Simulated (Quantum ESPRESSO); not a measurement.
Tc, 2 atoms in the cell. It takes space group P6_3/mmc (No. 194, hexagonal). Conventional cell: a = 2.740 Å, b = 2.740 Å, c = 4.398 Å, α = 90.00°, β = 90.00°, γ = 120.00°. Tc (site symmetry -6m2) has 12 Tc at 2.71 to 2.74 Å as nearest neighbours. 

| Property | Result |
| --- | --- |
| Program | Quantum ESPRESSO 7.5 |
| Task | band structure |
| Functional | PBE |
| Potentials or basis | JTH 2.0 PBE |
| Cutoff | 490 eV |
| Density cutoff | 2939 eV |
| k mesh | 11 × 11 × 6 |
| Occupations | fermi-dirac, width 0.05 eV |
| Spin | no spin polarisation |
| Mixing beta | 0.5 |
| Most SCF iterations | 120 |
| SCF threshold | 4e-10 Ry |

Potentials or basis: JTH 2.0 PBE.

Run with:

```console
$ OMP_NUM_THREADS=1 pw.x -in pw.in > pw.out
$ OMP_NUM_THREADS=1 pw.x -in bands.in > bands.out
```

Hardware: 1 thread of AMD EPYC 7B13 (Zen 3) (shared host).

Problem. Estimate the wall time of this run.

Solution. Wall time 20 s on 1 thread of AMD EPYC 7B13 (Zen 3) (shared host), peak memory 0.09 GiB. Counts: scf iterations 10, k pools 1, bands 22, k points 64, g dense 10275.
